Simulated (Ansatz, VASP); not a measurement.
One calculation of ZnO (zincite), two programs

```xyz
4
Lattice="3.1869 0.0000 0.0000 -1.5934 2.7599 0.0000 0.0000 0.0000 5.1534" Properties=species:S:1:pos:R:3 pbc="T T T"
Zn    0.0000    1.8399    2.5784
Zn    1.5934    0.9200    0.0017
O     1.5934    0.9200    1.9515
O     0.0000    1.8399    4.5282
```

Alike in both runs: functional LDA; k mesh 9 × 9 × 6; occupations gaussian, width 0.02 eV; no spin polarisation.

Ansatz relaxed the structure, and its values are those at the end. VASP's run is a single point on that final structure, the one shown.

|  | VASP | Ansatz |
| --- | --- | --- |
| version | VASP 6.6.1 | Ansatz 0.2.0 |
| potentials or method | VASP PAW LDA potentials, release 64 (Zn, O) | scalar-relativistic, plane waves, PAW |
| plane-wave cutoff (eV) | 520 | 420 |
| valence electrons in the cell | 36 | 36 |

Ansatz gave:

- gap on the k mesh at the Fermi level (eV): 0.80
- least direct gap on the mesh (eV): 0.80
- pressure (GPa): 0.0

Q: Which values does VASP return?

A: gap on the k mesh at the Fermi level (eV): 0.81; least direct gap on the mesh (eV): 0.81; pressure (GPa): 1.1.

A hybrid or GW would open this gap; LDA tends to underestimate it.
